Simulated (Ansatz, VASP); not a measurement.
## One calculation of W, two programs

```
CELL_PARAMETERS angstrom
0.00000 2.01405 2.01405
2.01405 0.00000 2.01405
2.01405 2.01405 0.00000
ATOMIC_POSITIONS crystal
W 0.00000 0.00000 0.00000
```

Alike in both runs: functional RPBE; k mesh 5 × 5 × 5; no spin polarisation.

Ansatz relaxed the structure, and its values are those at the end. VASP's run is a single point on that final structure, the one shown.

```csv
,VASP,Ansatz
version,VASP 6.6.1,Ansatz 0.2.0
potentials or method,"VASP PAW PBE potentials, release 64 (W_sv)","plane waves, PAW"
plane-wave cutoff (eV),520,420
occupations,"fermi-dirac, width 0.1 eV",fermi-dirac
valence electrons in the cell,14,14
```

```tsv
	VASP	Ansatz	Ansatz less VASP
pressure (GPa)	5.5	5.0	-0.50
```

Caveats: the k mesh is coarse (spacing up to 0.54 Å⁻¹), so the values aren't converged; the PAW data sets were made with another functional, which shifts forces and pressure a little (VASP). The runs have no spin-orbit coupling, so splittings on W are missing.
